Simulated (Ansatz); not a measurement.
Molecular dynamics on a 2×2×1 supercell (16 atoms) of CuGaSe2 (ordering on zincblende), relaxed with r2SCAN. Forces come from PBE in Ansatz 0.2.0: Langevin thermostat and barostat (NPT), 2200 K, steps of 1.5 fs. Computed, non-magnetic; the trajectory is short and the cell small, so nothing here is a converged average. The structure comes from a prototype and may be hypothetical.

```yaml
crystal:
  lattice:
    - [7.8614165579, 0.0, 0.0]
    - [0.0, 7.8614165579, 0.0]
    - [0.0, 0.0, 5.6421460774]
  atoms:
    - { symbol: Cu, position: [0.0, 0.0, 0.0] }
    - { symbol: Se, position: [0.0, 0.25, 0.2427767865] }
    - { symbol: Ga, position: [0.25, 0.25, 0.5] }
    - { symbol: Se, position: [0.25, 0.0, 0.7572232135] }
    - { symbol: Cu, position: [0.0, 0.5, 0.0] }
    - { symbol: Se, position: [0.0, 0.75, 0.2427767865] }
    - { symbol: Ga, position: [0.25, 0.75, 0.5] }
    - { symbol: Se, position: [0.25, 0.5, 0.7572232135] }
    - { symbol: Cu, position: [0.5, 0.0, 0.0] }
    - { symbol: Se, position: [0.5, 0.25, 0.2427767865] }
    - { symbol: Ga, position: [0.75, 0.25, 0.5] }
    - { symbol: Se, position: [0.75, 0.0, 0.7572232135] }
    - { symbol: Cu, position: [0.5, 0.5, 0.0] }
    - { symbol: Se, position: [0.5, 0.75, 0.2427767865] }
    - { symbol: Ga, position: [0.75, 0.75, 0.5] }
    - { symbol: Se, position: [0.75, 0.5, 0.7572232135] }
kpoints:
  mp_grid: { grid: [2, 2, 2] }
hamiltonian:
  xc: pbe
scf:
  occupations: { method: fermi_dirac, width: 0.19 }
md:
  ensemble: npt_langevin
  temperature: 2200
  timestep: 1.5
  n_steps: 30
  initial_velocities: maxwell_boltzmann
  seed: 3214
```

Run as `ansatz run input.yaml --threads 4 --pin off --max-ram 3686MiB --backend cpu --events-out ev --progress --plain --runs-dir out`. It took 4.6 min on 4 threads of Arm Neoverse V1 (shared host), load about 1.2 per core; peak host memory 1.8 GiB.

```
step  t (fs)  T (K)  free energy F from step 0 (meV/atom)  kinetic energy (meV/atom)  pressure (GPa)  volume (Å³/atom)  largest force (eV/Å)
   0       0   2062                                   0.0                      266.6            4.48             21.79                  0.18
   1     1.5   2043                                   0.8                      264.1            4.48             21.80                  0.31
   2       3   2030                                   2.8                      262.4            4.50             21.80                  0.51
   3     4.5   2065                                   6.0                      266.9            4.57             21.80                  0.81
   4       6   2054                                  10.5                      265.5            4.65             21.79                  1.13
   5     7.5   1970                                  16.1                      254.7            4.69             21.79                  1.46
   6       9   1986                                  22.7                      256.7            4.79             21.79                  1.80
   7    10.5   1928                                  30.2                      249.2            4.84             21.80                  2.14
   8      12   1788                                  38.6                      231.1            4.84             21.82                  2.47
   9    13.5   1781                                  47.5                      230.1            4.91             21.83                  2.77
  10      15   1668                                  56.9                      215.6            4.93             21.85                  3.04
  11    16.5   1633                                  67.0                      211.1            5.00             21.87                  3.31
  12      18   1632                                  77.7                      211.0            5.11             21.89                  3.58
  13    19.5   1495                                  88.0                      193.3            5.14             21.90                  3.80
  14      21   1347                                  97.5                      174.2            5.14             21.92                  3.95
  15    22.5   1218                                 105.9                      157.4            5.11             21.94                  4.04
  16      24   1118                                 112.8                      144.6            5.06             21.97                  4.07
  17    25.5   1039                                 118.7                      134.3            4.99             22.01                  4.07
  18      27   1054                                 124.1                      136.2            4.96             22.04                  4.03
  19    28.5    883                                 128.8                      114.2            4.80             22.08                  3.95
  20      30    973                                 132.3                      125.7            4.79             22.11                  3.78
  21    31.5    939                                 134.7                      121.4            4.66             22.15                  3.58
  22      33    835                                 136.2                      107.9            4.47             22.19                  3.36
  23    34.5    982                                 136.7                      127.0            4.43             22.23                  3.10
  24      36   1088                                 137.3                      140.6            4.36             22.27                  2.84
  25    37.5   1155                                 137.6                      149.3            4.28             22.31                  2.60
  26      39   1160                                 137.8                      150.0            4.17             22.34                  2.57
  27    40.5    996                                 138.4                      128.8            3.98             22.37                  2.60
  28      42   1087                                 139.0                      140.5            3.95             22.39                  2.61
  29    43.5   1079                                 139.4                      139.4            3.86             22.42                  2.62
  30      45   1277                                 140.1                      165.1            3.90             22.44                  2.60
```

The temperature starts at 2062 K, is lowest at step 22 (835 K, 33 fs) and ends at 1277 K. The thermostat hasn't had time to restore it. The atoms start on their lattice sites with kinetic energy alone, so much of it first passes into potential energy.

Positions (Å) and forces (eV/Å) at step 30:
```
cell (Å): 7.939 0.000 0.000; 0.000 7.939 0.000; 0.000 0.000 5.698
Cu  -0.021  -0.036   0.058    -1.113   1.376   0.363
Se   0.135   2.065   1.416    -0.802  -0.688   0.223
Ga   2.150   1.781   2.828    -0.688   0.160   0.163
Se   1.789  -0.065   4.538     2.292   0.602  -1.079
Cu  -0.077   3.973   0.011     0.885   0.160   0.311
Se   0.063   6.148   1.401    -0.692  -1.672   0.094
Ga   2.023   6.413   2.714    -0.488  -1.218   1.014
Se   1.884   3.741   4.133     0.365   1.533   0.811
Cu   4.053   0.019   0.108    -0.519   0.912  -0.017
Se   4.067   2.322   1.479     0.327  -1.441  -0.243
Ga   5.895   1.825   3.039     0.824   1.028  -1.052
Se   5.940  -0.018   4.470    -0.248  -0.713  -0.369
Cu   3.907   3.895  -0.234     0.024   0.345  -0.655
Se   3.786   6.017   1.273     1.027  -0.676  -0.253
Ga   5.863   6.091   2.660     0.164  -0.562   0.812
Se   6.123   3.915   4.262    -1.358   0.854  -0.125
```
